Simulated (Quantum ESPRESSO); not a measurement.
# ZnO (zincite): single point with PBE

**The experiment to reproduce.**

“Electronic structure of alkaline earth and post-transition metal oxides”, 2009, arxiv:0908.1581 quotes, for a bulk crystal of ZnO: band gap 3.37 eV.

The system is ZnO (zincite).

```xyz
4
Lattice="3.2493 0.0000 0.0000 -1.6247 2.8140 0.0000 0.0000 0.0000 5.2057" Properties=species:S:1:pos:R:3 pbc="T T T"
Zn    1.6247    0.9380    0.0000
Zn    0.0000    1.8760    2.6029
O     0.0000    1.8760    4.5759
O     1.6247    0.9380    1.9730
```

| Item | Value |
| --- | --- |
| Program | Quantum ESPRESSO 7.5 |
| Task | single point |
| Functional | PBE |
| Potentials or basis | SSSP 1.3 efficiency PBE |
| Cutoff | 748 eV |
| Density cutoff | 5987 eV |
| k mesh | 9 × 9 × 5 |
| Occupations | fermi-dirac, width 0.05 eV |
| Spin | no spin polarisation |

```yaml
Pressure: 5.1 GPa
Largest_force: 0.072 eV/Å
Band_gap_on_the_k_mesh: 0.80 eV, direct
```

Forces in eV/Å, atoms in the order of the input:
```
Zn   0.000  0.000 -0.072
Zn   0.000  0.000 -0.072
O    0.000  0.000  0.072
O    0.000  0.000  0.072
```

Stress tensor (GPa, compression positive):
```
4.54 0.00 0.00
0.00 4.54 0.00
0.00 0.00 6.25
```

Levels at points of the mesh, in eV from the valence-band top:
```
           k point  band 23  band 24  band 25  band 26  band 27  band 28  band 29  band 30
(0.00, 0.00, 0.00)    -0.81    -0.07     0.00     0.00     0.80     5.23     8.27    12.88
```

Wall time 46 s on 1 thread of Arm Neoverse V1, on a shared host, peak memory 0.26 GiB.

A measured gap of ZnO is 3.37 eV (quoted in “Electronic structure of alkaline earth and post-transition metal oxides”, 2009, arxiv:0908.1581); the calculated 0.80 eV misses it by -2.57 eV. So large a miss can be the level of theory's own, or it may mean another phase, state or a wrong row. The value is that of PBE, without temperature or zero-point motion. Semilocal functionals fall short of measured gaps as a rule.
